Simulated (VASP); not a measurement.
# Ga in VASP: a series of runs, part 3 of 4

VASP 6.6.1. Earlier steps stand in the parts before.

### Step 4. Work function, PBE

The input, INCAR:

```
  ALGO = Fast
  DIPOL = 0.5 0.5 0.294
  EDIFF = 1E-6
  EFIELD = -0.3
  ENCUT = 520
  GGA = PE
  IDIPOL = 3
  ISIF = 2
  ISMEAR = -1
  LASPH = True
  LCHARG = False
  LDIPOL = True
  LREAL = False
  LVACPOTAV = True
  LVHAR = True
  LWAVE = False
  NELM = 100
  PREC = Normal
  SIGMA = 0.05
```

The input, KPOINTS:

```
k-points
0
Gamma
  7 7 1
```

The input, POSCAR:

```
Ga
1.0
    4.3304700000      0.0000000000      0.0000000000
   -2.1652300000      3.7503000000      0.0000000000
    0.0000000000      0.0000000000     23.8000000000
Ga
2
Direct
    0.3333300000      0.6666700000      0.2941200000
    0.6666700000      0.3333300000      0.2941200000
```

Potentials or basis: VASP PAW PBE potentials, release 64 (Ga_d).

Launch:

```console
$ cat potpaw_PBE.64/Ga_d/POTCAR > POTCAR
$ mpirun -np 1 vasp_std > vasp.out
```

OUTCAR:

```text
EDIFF = 1E-6
   ENCUT = 520
   GGA = PE
   ISIF = 2
   ISMEAR = -1
   LASPH = True
   LREAL = False
   NELM = 100
   PREC = Normal

 ion  position               nearest neighbor table
   1  0.333  0.667  0.294-   2 2.50   2 2.50   2 2.50
   2  0.667  0.333  0.294-   1 2.50   1 2.50   1 2.50

  LATTYP: Found a hexagonal cell.
 ALAT       =     4.3304700000
 C/A-ratio  =     5.4959392399

  Lattice vectors:

 A1 = (   4.3304700000,   0.0000000000,   0.0000000000)
 A2 = (  -2.1652300000,   3.7503000000,   0.0000000000)
 A3 = (   0.0000000000,   0.0000000000,  23.8000000000)

Analysis of symmetry for initial positions (statically):
=====================================================================
 Subroutine PRICEL returns:
 Original cell was already a primitive cell.

 Routine SETGRP: Setting up the symmetry group for a
 hexagonal supercell.

 Subroutine GETGRP returns: Found  8 space group operations
 (whereof  4 operations were pure point group operations)
 out of a pool of 24 trial point group operations.

The static configuration has the point symmetry C_2v.
 The point group associated with its full space group is D_2h.

Analysis of symmetry for dynamics (positions and initial velocities):
=====================================================================
 An external electric field (EFIELD) may reduce the allowed symmetry operations
 Subroutine PRICEL returns:
 Original cell was already a primitive cell.

 Routine SETGRP: Setting up the symmetry group for a
 hexagonal supercell.

 Subroutine GETGRP returns: Found  4 space group operations
 (whereof  4 operations were pure point group operations)
 out of a pool of 24 trial point group operations.

The dynamic configuration has the point symmetry C_2v.

 Subroutine INISYM returns: Found  4 space group operations
 (whereof  4 operations are pure point group operations),
 and found     1 'primitive' translations

----------------------------------------------------------------------------------------

                                     Primitive cell

  volume of cell :     386.5254

  direct lattice vectors                    reciprocal lattice vectors
     4.330470000  0.000000000  0.000000000     0.230921817  0.133322360  0.000000000
    -2.165230000  3.750300000  0.000000000     0.000000000  0.266645335  0.000000000
     0.000000000  0.000000000 23.800000000     0.000000000  0.000000000  0.042016807

  length of vectors
     4.330470000  4.330470072 23.800000000     0.266645339  0.266645335  0.042016807

  position of ions in fractional coordinates (direct lattice)
     0.333330000  0.666670000  0.294120000
     0.666670000  0.333330000  0.294120000

  ion indices of the primitive-cell ions
   primitive index   ion index
                 1           1
                 2           2

----------------------------------------------------------------------------------------

 KPOINTS: k-points

Automatic generation of k-mesh.
 Grid dimensions read from file:
 generate k-points for:    7    7    1

 Generating k-lattice:

  Cartesian coordinates                     Fractional coordinates (reciprocal lattice)
     0.032988831  0.019046051  0.000000000     0.142857143 -0.000000000  0.000000000
     0.000000000  0.038092191  0.000000000     0.000000000  0.142857143  0.000000000
     0.000000000  0.000000000  0.042016807     0.000000000  0.000000000  1.000000000

  Length of vectors
     0.038092191  0.038092191  0.042016807

  Shift w.r.t. Gamma in fractional coordinates (k-lattice)
     0.000000000  0.000000000  0.000000000

 Subroutine IBZKPT returns following result:
 ===========================================

 Found     16 irreducible k-points:

 Following reciprocal coordinates:
            Coordinates               Weight
  0.000000  0.000000  0.000000      1.000000
  0.142857  0.000000  0.000000      4.000000
 -0.142857  0.142857  0.000000      2.000000
  0.285714  0.000000  0.000000      4.000000
 -0.285714  0.285714  0.000000      2.000000
  0.428571  0.000000  0.000000      4.000000
[... 8 lines left out ...]
  0.285714  0.285714  0.000000      2.000000
 -0.285714 -0.428571  0.000000      4.000000
   k-points           NKPTS =     16   k-points in BZ     NKDIM =     16   number of bands    NBANDS=     17
   number of dos      NEDOS =    301   number of ions     NIONS =      2
   total plane-waves  NPLWV =  80640
   dimension x,y,z NGX =    24 NGY =   24 NGZ =  140
   dimension x,y,z NGXF=    48 NGYF=   48 NGZF=  280
   ions per type =               2
   NGX,Y,Z   is equivalent  to a cutoff of   9.21,  9.21,  9.78 a.u.
   NGXF,Y,Z  is equivalent  to a cutoff of  18.43, 18.43, 19.56 a.u.
 SYSTEM =  unknown system
   PREC   = normal    normal or accurate (medium, high low for compatibility)
   ISTART =      0    job   : 0-new  1-cont  2-samecut
   ICHARG =      2    charge: 1-file 2-atom 10-const
   ISPIN  =      1    spin polarized calculation?
   LNONCOLLINEAR =      F non collinear calculations
   LSORBIT =      F    spin-orbit coupling
   LASPH  =      T    aspherical Exc in radial PAW
   ENCUT  =  520.0 eV  38.22 Ry    6.18 a.u.   8.05  8.05 44.25*2*pi/ulx,y,z
   NELM   =    100;   NELMIN=  2; NELMDL= -5     # of ELM steps
   EDIFF  = 0.1E-05   stopping-criterion for ELM
   LREAL  =      F    real-space projection
   EDIFFG = 0.1E-04   stopping-criterion for IOM
   NSW    =      0    number of steps for IOM
   IBRION =     -1    ionic relax: 0-MD 1-quasi-New 2-CG
   NFREE  =      0    steps in history (QN), initial steepest desc. (CG)
   ISIF   =      2    stress and relaxation
   ISYM   =      2    0-nonsym 1-usesym 2-fastsym
   POTIM  = 0.5000    time-step for ionic-motion
   TEBEG  =    0.0;   TEEND  =   0.0 temperature during run
   PSTRESS=    0.0 pullay stress
   NELECT =      26.0000    total number of electrons
   NUPDOWN=      -1.0000    fix difference up-down
   EMIN   =  10.00;   EMAX   =-10.00  energy-range for DOS
   EFERMI =   0.00;   METHOD = LEGACY
   ISMEAR =    -1;   SIGMA  =   0.05  broadening in eV -4-tet -1-fermi 0-gaus
   EFERMI_NEDOS =   21; number of points for ismear=-14 and -15
   IALGO  =     68    algorithm
   IMIX   =      4    mixing-type and parameters
     AMIX     =   0.40;   BMIX     =  1.00
     AMIX_MAG =   1.60;   BMIX_MAG =  1.00
  volume/ion in A,a.u.               =     193.26      1304.20
  Fermi-wavevector in a.u.,A,eV,Ry     =   0.665794  1.258168  6.031215  0.443282
  Thomas-Fermi vector in A             =   1.739898
   LORBIT       =      0    0 simple, 1 ext, 2 COOP (PROOUT), +10 PAW based schemes
   GGA     = PE    functional components
   LHFCALC =     F    Hartree Fock is set to
   AEXX    =    0.0000 exact exchange contribution
   IVDW    =     0    specifies the selected vdW correction
   LEPSILON=     F    determine dielectric tensor
   LRPA    =     F    only Hartree local field effects (RPA)
 non-spin polarized calculation
 RMM-DIIS sequential band-by-band and
  energy-cutoff  :      520.00
  volume of cell :      386.53
 maximum number of plane-waves:     10440
   NGX = 17   NGY = 17   NGZ = 89

 dipolmoment           0.000000      0.000000      0.000000 electrons x Angstroem

 number of electron      26.0000080 magnetization

 dipolmoment           0.000000      0.000000     -0.091144 electrons x Angstroem

 Free energy of the ion-electron system (eV)
  ---------------------------------------------------
  ext. energy  EPLUGINS =         0.00000000
  ---------------------------------------------------
  free energy    TOTEN  =        -4.58040286 eV

  energy without entropy =       -4.56403565  energy(sigma->0) =       -4.57221925

 E-fermi :  -3.3812     XC(G=0):  -1.8039

 val. band max:       -3.4643436190   @ k =   0.2857   0.0000   0.0000
 cond. band min:      -3.3523432655   @ k =  -0.1429   0.2857   0.0000
 fundamental gap:      0.1120003535
 Fermi energy:        -3.3812281330

 k-point     1 :       0.0000    0.0000    0.0000
  band No.  band energies     occupation
      1     -18.2407      2.00000
      2     -18.1178      2.00000
      3     -18.1178      2.00000
      4     -18.0681      2.00000
      5     -18.0681      2.00000
      6     -17.9061      2.00000
[... 9 lines left out ...]
     16      -0.8219      0.00000
     17      -0.2176      0.00000
[... 283 lines left out ...]
      1     -18.2833      2.00000
      2     -18.1827      2.00000
      3     -18.1807      2.00000
      4     -18.1530      2.00000
      5     -18.0416      2.00000
      6     -17.9934      2.00000
[... 9 lines left out ...]
     16       1.7750      0.00000
     17       2.0801      0.00000

------------------------ aborting loop because EDIFF is reached ----------------------------------------

  FORCE on cell =-STRESS in cart. coord.  units (eV):
  Direction    XX          YY          ZZ          XY          YZ          ZX
  --------------------------------------------------------------------------------------
  -------------------------------------------------------------------------------------
  Total       -0.0317367     -0.0314289     -0.0195346      0.0002666      0.0000000      0.0000000
  in kB       -0.1315511     -0.1302751     -0.0809726      0.0011050      0.0000000      0.0000000
  external PRESSURE =      -0.1142663 kB  Pullay stress =       0.0000000 kB

 VOLUME and BASIS-vectors are now :
 -----------------------------------------------------------------------------
  energy-cutoff  :      520.00
  volume of cell :      386.53
      direct lattice vectors                 reciprocal lattice vectors
     4.330470000  0.000000000  0.000000000     0.230921817  0.133322360  0.000000000
    -2.165230000  3.750300000  0.000000000     0.000000000  0.266645335  0.000000000
     0.000000000  0.000000000 23.800000000     0.000000000  0.000000000  0.042016807

 POSITION                                       TOTAL-FORCE (eV/Angst)
 -----------------------------------------------------------------------------------
     -0.00002      2.50021      7.00006         0.000132     -0.000076      0.000000
      2.16526      1.25009      7.00006        -0.000132      0.000076      0.000000
 -----------------------------------------------------------------------------------
    total drift:                                0.000002      0.000003      0.005069

  FREE ENERGIE OF THE ION-ELECTRON SYSTEM (eV)
  ---------------------------------------------------
  free  energy   TOTEN  =        -4.5804028559 eV

  energy  without entropy=       -4.5640356475  energy(sigma->0) =       -4.57221925
```

stdout:

```text
POSCAR found type information on POSCAR Ga
 POSCAR found :  1 types and       2 ions
 scaLAPACK will be used
 LDA part: xc-table for (Slater+PW92), standard interpolation
 POSCAR, INCAR and KPOINTS ok, starting setup
 FFT: planning ... GRIDC
[... 27 lines left out ...]
|           W    W  A    A  R    R  N    N  II  N    N   GGGG   !!!           |
|                                                                             |
|     Did not find any points to average over, which means that no vacuum     |
|     field-free region was found. Please increase the size of  your cell     |
|     in the dimension of the dipole correction to obtain accurate            |
|     workfunction values.                                                    |
|                                                                             |
 -----------------------------------------------------------------------------
```

Run time: 33 s. Hardware: 1 thread of Intel Xeon 6975P-C (Granite Rapids), shared host; peak memory 0.31 GiB.

What came out:

```
Free energy            : -4.5804 eV
Band gap on the k mesh : none (metal or under the smearing width)
```

(Part 3 of 4 ends here.)
